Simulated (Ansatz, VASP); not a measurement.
**Two plane-wave programs on Mg**

```xyz
1
Lattice="0.0000 2.2921 2.2921 2.2921 0.0000 2.2921 2.2921 2.2921 0.0000" Properties=species:S:1:pos:R:3 pbc="T T T"
Mg    0.0000    0.0000    0.0000
```

Alike in both runs: task single point; functional PBE; k mesh 14 × 14 × 14; occupations fermi-dirac, width 0.1 eV; no spin polarisation.

```csv
,VASP,Ansatz
version,VASP 6.6.1,Ansatz 0.2.0
potentials or method,"VASP PAW PBE potentials, release 64 (Mg)","plane waves (420 eV) with PAW, scalar-relativistic"
plane-wave cutoff (eV),520,420
valence electrons in the cell,2,10
```

|  | VASP | Ansatz | Ansatz less VASP |
| --- | --- | --- | --- |
| pressure (GPa) | -1.4 | -1.3 | +0.12 |

With one functional, cell and mesh, what is left measures potentials, basis and numerics. The two sets of potentials don't hold the same shells in valence.
